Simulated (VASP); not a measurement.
SiO$_{2}$ in VASP 6.6.1, single-point calculation

INCAR

```
SIGMA = 0.5
ISMEAR = 1
NSW = 0
LASPH = .TRUE.
LREAL = .FALSE.
GGA = PE
IBRION = -1
LCHARG = .FALSE.
PREC = Accurate
ENCUT = 520
NELM = 120
NBANDS = 25
ISIF = 2
LWAVE = .FALSE.
EDIFF = 1E-7
```

KPOINTS

```
KPOINTS created by Atomic Simulation Environment
0
Gamma
6 6 10
0 0 0
```

POSCAR

```
Si O
 1.0000000000000000
     4.1851888035665503    0.0000000000000000   -0.0000000000000000
    -0.0000000000000000    4.1851888035665503   -0.0000000000000000
    -0.0000000000000000   -0.0000000000000000    2.6688398892931899
 Si  O
   2   4
Cartesian
  0.0000000000000000  0.0000000000000000  0.0000000000000000
  2.0925944017832747  2.0925944017832747  1.3344199446465950
  1.2810905169717908  1.2810905169717908 -0.0000000000000000
  0.8115038848114841  3.3736849187550662  1.3344199446465950
  3.3736849187550662  0.8115038848114841  1.3344199446465950
  2.9040982865947589  2.9040982865947589 -0.0000000000000000
```

The recommended PBE PAW datasets give the neutral cell 32 valence electrons.

Command

```
mpirun -np 1 vasp_std
```

Question: How does this run end, and what does it give?

Answer: It converged. Results: gap between bands v and c on the k mesh 5.54 eV; least direct gap on the k mesh 5.54 eV; pressure 9.7 GPa; largest force 0.10 eV/Å. Band v is the last that the valence electrons fill when counted band by band, and c is the next.

OSZICAR

```
N       E                     dE             d eps       ncg     rms          rms(c)
DAV:   1     0.138128301917E+03    0.13813E+03   -0.17744E+04  3016   0.124E+03
DAV:   2    -0.437735077893E+02   -0.18190E+03   -0.17429E+03  3834   0.279E+02
DAV:   3    -0.508551271717E+02   -0.70816E+01   -0.70483E+01  3978   0.524E+01
DAV:   4    -0.509005808732E+02   -0.45454E-01   -0.45439E-01  3514   0.489E+00
DAV:   5    -0.509009296676E+02   -0.34879E-03   -0.34873E-03  4050   0.411E-01    0.175E+01
DAV:   6    -0.462044771541E+02    0.46965E+01   -0.13196E+01  3824   0.244E+01    0.806E+00
DAV:   7    -0.462456061828E+02   -0.41129E-01   -0.77580E-01  3793   0.512E+00    0.293E+00
DAV:   8    -0.462597367753E+02   -0.14131E-01   -0.25893E-02  3724   0.139E+00    0.109E+00
DAV:   9    -0.462663540776E+02   -0.66173E-02   -0.96366E-03  3839   0.831E-01    0.264E-01
DAV:  10    -0.462665574084E+02   -0.20333E-03   -0.43924E-04  3725   0.151E-01    0.426E-02
DAV:  11    -0.462665411278E+02    0.16281E-04   -0.74394E-05  3957   0.625E-02    0.779E-03
DAV:  12    -0.462665420656E+02   -0.93778E-06   -0.49479E-06  3630   0.159E-02    0.327E-03
DAV:  13    -0.462665421863E+02   -0.12072E-06   -0.55186E-07  3940   0.530E-03    0.376E-03
DAV:  14    -0.462665421725E+02    0.13779E-07   -0.13143E-08  2381   0.805E-04
   1 F= -.46266542E+02 E0= -.46270499E+02  d E =0.118701E-01
```

For comparison, a separate PBE run of the intended cell, on usual settings and not on those above, gives a gap of 5.54 eV on its mesh and a pressure of 9.8 GPa.
